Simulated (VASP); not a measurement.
# ZnSe (Stilleite) (F-43m) in VASP: further runs, part 3 of 3

VASP 6.6.1. Earlier steps stand in the parts before.

**5. Relaxation of the atoms, PBE (a relaxed cell with its volume scaled by 1.06)**

INCAR reads:

```
SYSTEM = ZnSe
PREC     = Accurate       ! precision mode
ENCUT    = 300            ! plane-wave cutoff, eV
EDIFF    = 1E-7           ! SCF threshold, eV
ISMEAR   = 0              ! smearing method
SIGMA    = 0.03           ! smearing width, eV
LREAL    = .FALSE.        ! projectors in reciprocal space
LASPH    = .TRUE.         ! aspherical terms in the spheres
NELM     = 80             ! most SCF steps
ALGO     = Normal         ! electronic algorithm
ISIF     = 2              ! what is computed and relaxed
LWAVE    = .FALSE.        ! write WAVECAR
LCHARG   = .FALSE.        ! write CHGCAR
GGA      = PE             ! functional
IBRION   = 2              ! ionic algorithm
NSW      = 40             ! ionic steps
EDIFFG   = -0.01          ! ionic threshold
```

KPOINTS reads:

```
Automatic mesh
0
G
  4 4 4
  0 0 0
```

POSCAR reads:

```
ZnSe                                    
1.0
    0.0000000000      2.9303923576      2.9303923576
    2.9303923576      0.0000000000      2.9303923576
    2.9303923576      2.9303923576     -0.0000000000
  Zn              Se            
     1     1
Direct
     1.0000000000000000    1.0000000000000000    1.0000000000000000
     0.2500000000000000    0.2500000000000000    0.2500000000000000
```

The run is started by

```sh
$ cat potpaw_PBE.64/Zn/POTCAR potpaw_PBE.64/Se/POTCAR > POTCAR
$ mpirun -np 1 vasp_std > vasp.out
```

It took 5.7 s on 1 thread of AMD EPYC 7R13 (Zen 3), shared host; peak memory 0.1 GiB.

Results (log left out):

```
Free energy            : -5.9420 eV
Band gap on the k mesh : 0.88 eV, direct
```

Final structure:
```
Zn Se
1.0
     0.00000    2.93039    2.93039
     2.93039    0.00000    2.93039
     2.93039    2.93039    0.00000
Zn Se
1 1
Direct
  0.00000 0.00000 0.00000
  0.25000 0.25000 0.25000
```

Levels at points of the mesh, in eV from the valence-band top:
```
           k point  band 7  band 8  band 9  band 10  band 11  band 12
(0.00, 0.00, 0.00)    0.00    0.00    0.00     0.88     5.79     5.79
(0.50, 0.00, 0.00)   -4.64   -0.73   -0.73     2.34     6.36     6.36
(0.50, 0.50, 0.00)   -4.35   -1.86   -1.86     3.18     3.41    10.05
```

Caveat: the k mesh is coarse (spacing up to 0.46 Å⁻¹), so the values aren't converged; the cutoff is under 1.25 times the usual one of these potentials, so pressure, stress and relaxed cells hold a basis-set (Pulay) error; the relaxation stopped at its first step, so nothing moved.

**6. Single point, PBE**

This run uses another cell than the first one, of 22.76 Å³/atom, 0.959 times its volume.

INCAR reads:

```
ALGO     = Fast           # electronic algorithm
EDIFF    = 1E-7           # SCF threshold, eV
ENCUT    = 520            # plane-wave cutoff, eV
GGA      = PE             # functional
ISIF     = 2              # what is computed and relaxed
ISMEAR   = 0              # smearing method
KPAR     = 4            
LASPH    = True           # aspherical terms in the spheres
LCHARG   = False          # write CHGCAR
LREAL    = False          # projectors in reciprocal space
LWAVE    = False          # write WAVECAR
NELM     = 80             # most SCF steps
PREC     = Accurate       # precision mode
SIGMA    = 0.03           # smearing width, eV
```

KPOINTS reads:

```
k-points
0
Gamma
  6 6 6
```

POSCAR reads:

```
ZnSe
1.0
    0.0000000000      2.8338000000      2.8338000000
    2.8338000000      0.0000000000      2.8338000000
    2.8338000000      2.8338000000      0.0000000000
Zn Se
1 1
Direct
    0.0000000000      0.0000000000      0.0000000000
    0.2500000000      0.2500000000      0.2500000000
```

Potentials or basis: VASP PAW PBE potentials, release 64 (Zn, Se).

The run is started by

```sh
$ cat potpaw_PBE.64/Zn/POTCAR potpaw_PBE.64/Se/POTCAR > POTCAR
$ mpirun -np 4 vasp_std > vasp.out
```

Run time: 5.9 s. Hardware: 4 MPI ranks of Intel Xeon Platinum 8259CL at 2.50GHz (Skylake/Cascade Lake), shared host; peak memory 0.15 GiB.

It converged, with:

| Property | Result |
| --- | --- |
| Free energy | -6.0149 eV |
| Pressure | 2.4 GPa |
| Band gap on the k mesh | 1.29 eV, direct |

Levels at points of the mesh, in eV from the valence-band top:
```
           k point  band 5  band 6  band 7  band 8  band 9  band 10  band 11  band 12  band 13
(0.00, 0.00, 0.00)   -6.18   -6.18    0.00    0.00    0.00     1.29     5.80     5.80     5.80
(0.50, 0.00, 0.00)   -6.16   -6.02   -5.23   -0.87   -0.87     2.54     6.38     6.38     8.58
(0.50, 0.50, 0.00)   -6.13   -6.00   -4.76   -2.19   -2.19     2.98     3.46    10.74    11.25
```

**7. Overview**

| task | cell | k mesh | cutoff (eV) | mesh quality | gap on the mesh (eV) |
| --- | --- | --- | --- | --- | --- |
| relaxation of the atoms | atoms relaxed | 4 × 4 × 4 | 300 | coarse | 1.10 |
| relaxation of the atoms | atoms relaxed from: a relaxed cell with its volume scaled by 1.02 | 4 × 4 × 4 | 300 | coarse | 1.03 |
| relaxation of the atoms | atoms relaxed from: a relaxed cell with its volume scaled by 1.04 | 4 × 4 × 4 | 300 | coarse | 0.95 |
| relaxation of the atoms | atoms relaxed from: a relaxed cell with its volume scaled by 1.06 | 4 × 4 × 4 | 300 | coarse | 0.88 |
| single point | F-43m, 22.76 Å³/atom | 6 × 6 × 6 | 520 | not flagged | 1.29 |

Alike in all rows: level PBE; potentials or basis VASP PAW PBE potentials, release 64 (Zn, Se); no spin polarisation; smearing gaussian 0.03 eV.

Caveats: some runs use coarse meshes; the cutoff is under 1.25 times the usual one of these potentials, so pressure, stress and relaxed cells hold a basis-set (Pulay) error (some runs); the relaxation stopped at its first step, so nothing moved (some runs).

Total energies depend on the potentials used, so only differences within one code and one set of settings carry meaning.

**8. How close it comes**

Step 6. Measured gap of ZnSe: 2.695 eV (an exciton energy, a little under the gap; 300 K; “Alloy Disordering Effects on the Thermal Conductivity and Energy Gap Temperature Dependence of Cd1−xZnxSe Ternary Crystals Grown by the Bridgman Method”, 2023, pmc:10253836). This calculation gives 1.29 eV (-1.41 eV). So large a miss can be the level of theory's own, or it may mean another phase, state or a wrong row. Spin-orbit coupling on Se is left out. The value is that of PBE, without temperature or zero-point motion. Semilocal functionals fall short of measured gaps as a rule.
